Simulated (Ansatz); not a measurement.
# Is this MnSi structure a true minimum?

It was relaxed at this level from a cell as deposited in COD.

The calculation used DFT PBE, scalar-relativistic, plane waves, PAW (Ansatz 0.2.0). Plane waves to 420 eV, a k mesh through Γ of 8×8×8 on the computed 8-atom cell and Gaussian smearing (0.10 eV); collinear spin from starting moments 1.1 1.1 1.1 1.1 0.0 0.0 0.0 0.0 μB.

The cell below (8 atoms, space group P2_13 (No. 198)) is relaxed within its symmetry.

```yaml
crystal:
  lattice:
    - [4.51758, 0.00000, 0.00000]
    - [0.00000, 4.51758, 0.00000]
    - [0.00000, 0.00000, 4.51758]
  atoms:
    - { symbol: Mn, position: [0.13644, 0.13644, 0.13644] }
    - { symbol: Mn, position: [0.36356, 0.86356, 0.63644] }
    - { symbol: Mn, position: [0.63644, 0.36356, 0.86356] }
    - { symbol: Mn, position: [0.86356, 0.63644, 0.36356] }
    - { symbol: Si, position: [0.84529, 0.84529, 0.84529] }
    - { symbol: Si, position: [0.65471, 0.15471, 0.34529] }
    - { symbol: Si, position: [0.34529, 0.65471, 0.15471] }
    - { symbol: Si, position: [0.15471, 0.34529, 0.65471] }
```

For the test it was strained at random (σ = 1.5 % a component), the atoms were moved at random (σ = 0.10 Å), and all was relaxed again on a coarse 6×6×6 mesh (in the run’s order of axes) with 0.20 eV smearing, with no symmetry imposed.

The magnetic state reached may not be the lowest.

Task: What happens?

Result: It returns, within 1 meV/atom of the unmoved cell on that mesh and with the same symmetry when read at 0.1 Å. No instability shows in this cell; modes of other wave vectors, which need another repeat, aren't tested.
